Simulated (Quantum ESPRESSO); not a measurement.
# PbO2 (Fm-3m) in Quantum ESPRESSO: notebook

Aim: see how the results for PbO2 move with the level of theory and the settings. Levels: PBE, PBEsol, LDA. Tasks: energy-loss spectrum, phonons and electron-phonon coupling, phonons.

All numbers are computed with Quantum ESPRESSO 7.5; they aren't measurements. Logs are shortened: lines on timing, memory, paths and dates and some standing lists are left out, and cuts for length are marked.

### 1 Starting point

The structure is cubic, space group Fm-3m (No. 225). The conventional cell has a = 5.404 Å, b = 5.404 Å, c = 5.404 Å, α = 90.00°, β = 90.00°, γ = 90.00°. Pb (site symmetry m-3m) has 8 O at 2.34 Å as nearest neighbours. O (site symmetry -43m) is surrounded by 4 Pb at 2.34 Å.

The cell comes from a database or a generator and needn't be the stable form of this composition.

### 2 Energy-loss spectrum, PBE

File pw.in:

```
&CONTROL
  calculation = 'scf'
  prefix = 'pwscf'
  outdir = './tmp'
  pseudo_dir = './pseudo'
  tprnfor = .true.
  tstress = .true.
  disk_io = 'low'
/
&SYSTEM
  ibrav = 0
  nat = 3
  ntyp = 2
  ecutwfc = 114
  ecutrho = 458
  nbnd = 20
  occupations = 'smearing'
  smearing = 'gaussian'
  degauss = 0.00999582
/
&ELECTRONS
  conv_thr = 6d-10
  electron_maxstep = 120
  mixing_beta = 0.5
/
ATOMIC_SPECIES
Pb   207.2000 Pb_ONCV_PBE-1.2.upf
O     15.9990 O_ONCV_PBE-1.2.upf
CELL_PARAMETERS angstrom
   0.0000000000    2.7019920000    2.7019920000
   2.7019920000    0.0000000000    2.7019920000
   2.7019920000    2.7019920000    0.0000000000
ATOMIC_POSITIONS angstrom
Pb     0.0000000000    0.0000000000    0.0000000000
O      4.0529880000    4.0529880000    4.0529880000
O      1.3509960000    1.3509960000    1.3509960000
K_POINTS automatic
6 6 6 0 0 0
```

File scf2.in:

```
&CONTROL
  calculation = 'scf'
  prefix = 'pwscf'
  outdir = './tmp'
  pseudo_dir = './pseudo'
  tprnfor = .true.
  tstress = .true.
  disk_io = 'low'
/
&SYSTEM
  ibrav = 0
  nat = 3
  ntyp = 2
  ecutwfc = 114
  ecutrho = 458
  nbnd = 20
  occupations = 'smearing'
  smearing = 'gaussian'
  degauss = 0.00999582
/
&ELECTRONS
  conv_thr = 1d-11
  electron_maxstep = 120
  mixing_beta = 0.5
  startingpot = 'file'
  startingwfc = 'file'
/
ATOMIC_SPECIES
Pb   207.2000 Pb_ONCV_PBE-1.2.upf
O     15.9990 O_ONCV_PBE-1.2.upf
CELL_PARAMETERS angstrom
   0.0000000000    2.7019920000    2.7019920000
   2.7019920000    0.0000000000    2.7019920000
   2.7019920000    2.7019920000    0.0000000000
ATOMIC_POSITIONS angstrom
Pb     0.0000000000    0.0000000000    0.0000000000
O      4.0529880000    4.0529880000    4.0529880000
O      1.3509960000    1.3509960000    1.3509960000
K_POINTS automatic
6 6 6 0 0 0
```

File eels.in:

```
&LR_INPUT
  prefix = 'pwscf'
  outdir = './tmp'
  restart_step = 5000
  restart = .false.
/
&LR_CONTROL
  calculator = 'lanczos'
  approximation = 'TDDFT'
  q1 = 0.430035383
  q2 = 0.430035383
  q3 = 0
  itermax = 400
/
```

File spectrum.in:

```
&LR_INPUT
  prefix = 'pwscf'
  outdir = './tmp'
  eels = .true.
  itermax0 = 400
  itermax = 20000
  extrapolation = 'osc'
  epsil = 0.05
  units = 1
  start = 0
  end = 40
  increment = 0.2
/
```

File spectrum_short.in:

```
&LR_INPUT
  prefix = 'pwscf'
  outdir = './tmp'
  eels = .true.
  itermax0 = 266
  itermax = 20000
  extrapolation = 'osc'
  epsil = 0.05
  units = 1
  start = 0
  end = 40
  increment = 0.2
/
```

Potentials or basis: SG15 PBE 1.2.

The run is started by

```console
$ OMP_NUM_THREADS=1 pw.x -in pw.in > pw.out
$ OMP_NUM_THREADS=1 pw.x -in scf2.in > scf2.out
$ OMP_NUM_THREADS=1 turbo_eels.x -in eels.in > eels.out
$ OMP_NUM_THREADS=1 turbo_spectrum.x -in spectrum.in > spectrum.out
$ OMP_NUM_THREADS=1 turbo_spectrum.x -in spectrum_short.in > spectrum_short.out
```

pw.out:

```text
This program is part of the open-source Quantum ESPRESSO suite
     for quantum simulation of materials; please cite
         "P. Giannozzi et al., J. Phys.:Condens. Matter 21 395502 (2009);
         "P. Giannozzi et al., J. Phys.:Condens. Matter 29 465901 (2017);
         "P. Giannozzi et al., J. Chem. Phys. 152 154105 (2020);
     in publications or presentations arising from this work. More details at

     Message from routine setup:
     no reason to have ecutrho>4*ecutwfc
     Message from routine setup:
     using ibrav=0 with symmetry is DISCOURAGED, use correct ibrav instead

     G-vector sticks info
     --------------------
     sticks:   dense  smooth     PW     G-vecs:    dense   smooth      PW
     Sum        1651    1639    475                44039    43895    6735

     Using Slab Decomposition

     bravais-lattice index     =            0
     lattice parameter (alat)  =       7.2210  a.u.
     unit-cell volume          =     266.2434 (a.u.)^3
     number of atoms/cell      =            3
     number of atomic types    =            2
     number of electrons       =        26.00
     number of Kohn-Sham states=           20
     kinetic-energy cutoff     =     114.0000  Ry
     charge density cutoff     =     458.0000  Ry
     scf convergence threshold =      6.0E-10
     mixing beta               =       0.5000
     number of iterations used =            8  plain     mixing
     Exchange-correlation= PBE
                           (   1   4   3   4   0   0   0)

     celldm(1)=   7.221010  celldm(2)=   0.000000  celldm(3)=   0.000000
     celldm(4)=   0.000000  celldm(5)=   0.000000  celldm(6)=   0.000000

     crystal axes: (cart. coord. in units of alat)
               a(1) = (   0.000000   0.707107   0.707107 )
               a(2) = (   0.707107   0.000000   0.707107 )
               a(3) = (   0.707107   0.707107   0.000000 )

     reciprocal axes: (cart. coord. in units 2 pi/alat)
               b(1) = ( -0.707107  0.707107  0.707107 )
               b(2) = (  0.707107 -0.707107  0.707107 )
               b(3) = (  0.707107  0.707107 -0.707107 )

     PseudoPot. # 1 for Pb read from file:
     Pb_ONCV_PBE-1.2.upf
     Pseudo is Norm-conserving, Zval = 14.0
     Generated using ONCVPSP code by D. R. Hamann
     Using radial grid of  602 points,  8 beta functions with:
                l(1) =   0
                l(2) =   0
                l(3) =   1
                l(4) =   1
                l(5) =   2
                l(6) =   2
                l(7) =   3
                l(8) =   3

     PseudoPot. # 2 for O  read from file:
     O_ONCV_PBE-1.2.upf
     Pseudo is Norm-conserving, Zval =  6.0
     Generated using ONCVPSP code by D. R. Hamann
     Using radial grid of  602 points,  4 beta functions with:
                l(1) =   0
                l(2) =   0
                l(3) =   1
                l(4) =   1

     atomic species   valence    mass     pseudopotential
     Pb               14.00   207.20000     Pb( 1.00)
     O                 6.00    15.99900     O ( 1.00)

     48 Sym. Ops., with inversion, found

   Cartesian axes

     site n.     atom                  positions (alat units)
         1        Pb     tau(   1) = (   0.0000000   0.0000000   0.0000000  )
         2        O      tau(   2) = (   1.0606602   1.0606602   1.0606602  )
         3        O      tau(   3) = (   0.3535534   0.3535534   0.3535534  )

     number of k points=    16  Gaussian smearing, width (Ry)=  0.0100
                       cart. coord. in units 2pi/alat
        k(    1) = (   0.0000000   0.0000000   0.0000000), wk =   0.0092593
        k(    2) = (   0.1178511   0.1178511  -0.1178511), wk =   0.0740741
        k(    3) = (   0.2357023   0.2357023  -0.2357023), wk =   0.0740741
        k(    4) = (  -0.3535534  -0.3535534   0.3535534), wk =   0.0370370
        k(    5) = (   0.2357023   0.0000000  -0.0000000), wk =   0.0555556
        k(    6) = (   0.3535534   0.1178511  -0.1178511), wk =   0.2222222
[... 8 lines left out ...]
        k(   15) = (  -0.1178511  -0.3535534   0.5892557), wk =   0.2222222
        k(   16) = (  -0.7071068   0.2357023   0.0000000), wk =   0.1111111

     Dense  grid:    44039 G-vectors     FFT dimensions: (  50,  50,  50)

     Smooth grid:    43895 G-vectors     FFT dimensions: (  50,  50,  50)

     Initial potential from superposition of free atoms

     starting charge      25.8960, renormalised to      26.0000
     Starting wfcs are random

     Self-consistent Calculation

     iteration #  1     ecut=   114.00 Ry     beta= 0.50
     Davidson diagonalization with overlap
     ethr =  1.00E-02,  avg # of iterations =  9.0

     total energy              =    -176.42149725 Ry
     estimated scf accuracy    <       0.64554941 Ry

     iteration #  2     ecut=   114.00 Ry     beta= 0.50
     Davidson diagonalization with overlap
     ethr =  2.48E-03,  avg # of iterations =  2.2

     total energy              =    -176.62072396 Ry
     estimated scf accuracy    <       0.16436425 Ry

     iteration #  3     ecut=   114.00 Ry     beta= 0.50
     Davidson diagonalization with overlap
     ethr =  6.32E-04,  avg # of iterations =  2.6

     total energy              =    -176.65133935 Ry
     estimated scf accuracy    <       0.00404421 Ry

     iteration #  4     ecut=   114.00 Ry     beta= 0.50
     Davidson diagonalization with overlap
     ethr =  1.56E-05,  avg # of iterations =  5.4

     total energy              =    -176.65178120 Ry
     estimated scf accuracy    <       0.00005903 Ry

     iteration #  5     ecut=   114.00 Ry     beta= 0.50
     Davidson diagonalization with overlap
     ethr =  2.27E-07,  avg # of iterations =  2.1

     total energy              =    -176.65179596 Ry
     estimated scf accuracy    <       0.00001267 Ry

     iteration #  6     ecut=   114.00 Ry     beta= 0.50
     Davidson diagonalization with overlap
     ethr =  4.87E-08,  avg # of iterations =  2.0

     total energy              =    -176.65179725 Ry
     estimated scf accuracy    <       0.00000951 Ry

     iteration #  7     ecut=   114.00 Ry     beta= 0.50
     Davidson diagonalization with overlap
     ethr =  3.66E-08,  avg # of iterations =  1.1

     total energy              =    -176.65179817 Ry
     estimated scf accuracy    <       0.00000017 Ry

     iteration #  8     ecut=   114.00 Ry     beta= 0.50
     Davidson diagonalization with overlap
     ethr =  6.47E-10,  avg # of iterations =  2.0

     total energy              =    -176.65179822 Ry
     estimated scf accuracy    <          7.3E-10 Ry

     iteration #  9     ecut=   114.00 Ry     beta= 0.50
     Davidson diagonalization with overlap
     ethr =  2.80E-12,  avg # of iterations =  2.8

     End of self-consistent calculation

          k = 0.0000 0.0000 0.0000 (  5577 PWs)   bands (ev):

    -7.7577  -5.0426  -5.0426  -5.0426  -4.9443  -4.8193  -4.8193   7.9497
     8.7431   8.7431   8.7431   9.5126   9.5126   9.5126  17.7012  17.7012
    17.7012  22.5157  26.3528  26.3528

          k = 0.1179 0.1179-0.1179 (  5486 PWs)   bands (ev):

    -7.5463  -5.8400  -5.0135  -5.0135  -4.8195  -4.8195  -4.1245   6.3622
     8.3561   8.5278   8.5278   9.4675   9.4675  11.1440  17.3159  18.2483
    18.2483  24.3266  26.1306  26.1306

          k = 0.2357 0.2357-0.2357 (  5450 PWs)   bands (ev):

    -7.1933  -6.2170  -4.9785  -4.9785  -4.7946  -4.7946  -3.6605   4.7458
     7.7474   8.1402   8.1402   9.3613   9.3613  12.6886  17.5004  19.4686
    19.4686  25.6487  25.8905  25.8905

          k =-0.3536-0.3536 0.3536 (  5480 PWs)   bands (ev):

    -7.1625  -6.0841  -4.9744  -4.9744  -4.7677  -4.7677  -3.6308   4.1730
     7.4460   7.9603   7.9603   9.3055   9.3055  13.2591  17.8525  20.1885
    20.1885  25.0920  25.8199  25.8199

          k = 0.2357 0.0000-0.0000 (  5481 PWs)   bands (ev):

    -7.4654  -6.0104  -4.9844  -4.9844  -4.8442  -4.8036  -3.9720   5.9534
     7.8925   7.8925   9.1235   9.9042   9.9042  10.9995  16.6615  18.7177
    18.7177  24.1895  26.1567  26.4617

          k = 0.3536 0.1179-0.1179 (  5479 PWs)   bands (ev):

    -7.1049  -6.4308  -4.9374  -4.9029  -4.8185  -4.7820  -3.5813   4.5119
     7.3522   7.4047   9.3338   9.5433   9.9775  12.2555  16.8288  19.5362
    19.7895  23.5836  26.4630  27.9831

          k =-0.2357-0.4714 0.4714 (  5480 PWs)   bands (ev):

    -7.0337  -6.3952  -4.9283  -4.8783  -4.7678  -4.5520  -3.6361   3.6477
     7.0789   7.3661   8.6004   9.7820   9.7873  13.0554  17.9418  19.8490
    20.5329  22.8032  26.2367  28.1291

          k =-0.1179-0.3536 0.3536 (  5457 PWs)   bands (ev):

    -7.0256  -6.4430  -4.9334  -4.8649  -4.8099  -4.5538  -3.6656   3.8589
     7.3042   7.8556   8.0395   9.4633  10.0682  12.9392  17.9389  19.8020
    20.0060  23.2962  25.7130  28.2761

          k = 0.0000-0.2357 0.2357 (  5468 PWs)   bands (ev):

    -7.2560  -6.2706  -4.9747  -4.9103  -4.8369  -4.7732  -3.7586   5.0700
     7.9011   7.9489   8.6505   9.0988  10.0752  12.0460  17.2157  18.8151
    19.2710  24.6879  25.7160  27.1813

          k = 0.4714 0.0000-0.0000 (  5490 PWs)   bands (ev):

    -6.7794  -6.7376  -4.9017  -4.8610  -4.8610  -4.7720  -3.2433   3.6081
     6.7410   6.7410   9.9806  10.3673  10.3673  12.1370  16.2485  20.5987
    20.5987  21.9722  26.7449  28.7303

          k =-0.1179-0.5893 0.5893 (  5470 PWs)   bands (ev):

    -6.9019  -6.5586  -4.9139  -4.8354  -4.7655  -4.5826  -3.2675   2.8861
     6.4965   6.5812   9.8942  10.3380  10.3550  12.6059  17.3068  20.3822
    21.1847  21.1996  27.0675  28.1370

          k =-0.0000-0.4714 0.4714 (  5480 PWs)   bands (ev):

    -6.8731  -6.6339  -4.8804  -4.8510  -4.8065  -4.0229  -3.8402   2.9569
     6.7204   7.0311   8.8859   9.9979  10.4515  12.9640  18.9072  19.1349
    20.9214  21.4243  26.3325  28.3789

          k =-0.7071 0.0000 0.0000 (  5466 PWs)   bands (ev):

    -6.9993  -6.3586  -4.9390  -4.7955  -4.7955  -4.7562  -2.9843   2.5838
     6.2619   6.2619  10.4706  10.5791  10.5791  12.3584  16.9047  20.1876
    21.4919  21.4919  26.9359  27.5706

          k =-0.2357-0.4714 0.7071 (  5469 PWs)   bands (ev):

    -6.8190  -6.7049  -4.8865  -4.8682  -4.8050  -4.5267  -3.5089   3.4498
     6.6154   7.4704   8.9198   9.9063  10.3992  12.7042  17.4639  20.0760
    20.4666  22.1403  26.4170  28.4347

          k =-0.1179-0.3536 0.5893 (  5480 PWs)   bands (ev):

    -6.8689  -6.6399  -4.8800  -4.8522  -4.7894  -4.0832  -3.7940   2.9679
     6.3027   8.0352   8.1445  10.1756  10.4131  12.9809  18.6457  19.4158
    20.7185  21.6006  26.4489  28.4191

          k =-0.7071 0.2357 0.0000 (  5484 PWs)   bands (ev):

    -6.8913  -6.5954  -4.9057  -4.7954  -4.7851  -4.3090  -3.4362   2.6296
     6.0351   7.1849   9.2466  10.3506  10.7024  12.7767  18.1504  20.0027
    20.2735  21.6740  27.2542  27.6191

     the Fermi energy is    10.8262 ev

!    total energy              =    -176.65179822 Ry
     estimated scf accuracy    <          7.0E-11 Ry
     smearing contrib. (-TS)   =      -0.00017459 Ry
     internal energy E=F+TS    =    -176.65162362 Ry

     The total energy is F=E-TS. E is the sum of the following terms:
     one-electron contribution =     -26.46820354 Ry
     hartree contribution      =      32.25520537 Ry
     xc contribution           =     -28.04706555 Ry
     ewald contribution        =    -154.39155991 Ry

     convergence has been achieved in   9 iterations

     Forces acting on atoms (cartesian axes, Ry/au):

     atom    1 type  1   force =     0.00000000   -0.00000000   -0.00000000
     atom    2 type  2   force =    -0.00000000   -0.00000000    0.00000000
     atom    3 type  2   force =     0.00000000    0.00000000   -0.00000000

     Total force =     0.000000     Total SCF correction =     0.000000

     Computing stress (Cartesian axis) and pressure

          total   stress  (Ry/bohr**3)                   (kbar)     P=        2.13
   0.00001450   0.00000000   0.00000000            2.13        0.00        0.00
  -0.00000000   0.00001450  -0.00000000           -0.00        2.13       -0.00
   0.00000000  -0.00000000   0.00001450            0.00       -0.00        2.13

=------------------------------------------------------------------------------=
   JOB DONE.
=------------------------------------------------------------------------------=
```

It took 36 min on 1 thread of Arm Neoverse V2, shared host; peak memory 1.4 GiB.

Results:

| Item | Value |
| --- | --- |
| Free energy | -2403.4702 eV |
| Pressure | 0.2 GPa |
| Band gap on the k mesh | none (metal or under the smearing width) |
| Peak of the energy-loss function | 27.8 eV |

Levels at points of the mesh, in eV from the Fermi level:
```
             k point  band 10  band 11  band 12  band 13  band 14  band 15  band 16  band 17
  (0.00, 0.00, 0.00)    -2.08    -2.08    -1.31    -1.31    -1.31     6.87     6.87     6.87
 (0.00, 0.00, -0.50)    -2.87    -2.87    -1.52    -1.52     2.43     7.03     9.36     9.36
(0.00, -0.50, -0.50)    -4.56    -0.36    -0.25    -0.25     1.53     6.08     9.36    10.67
```

Energy-loss function at q = [0.70711, 0.70711, 0.0] (Å⁻¹, cartesian):
```csv
energy (eV),loss
0.0,0.000
1.8,0.006
3.4,0.013
5.2,0.042
7.0,0.128
8.6,0.185
10.4,0.250
12.2,0.331
13.8,0.414
15.6,0.488
17.4,0.502
19.0,0.473
20.8,0.443
22.4,0.445
24.2,0.494
26.0,0.581
27.6,0.629
29.4,0.587
31.2,0.497
32.8,0.436
34.6,0.404
36.4,0.405
38.0,0.423
39.8,0.448
```

Caveat: the k mesh is coarse; the Lanczos chain is short for so many electrons, so humps in the spectrum may be artefacts. The run has no spin-orbit coupling, so splittings on Pb are missing.

(Part 1 of 4 ends here.)
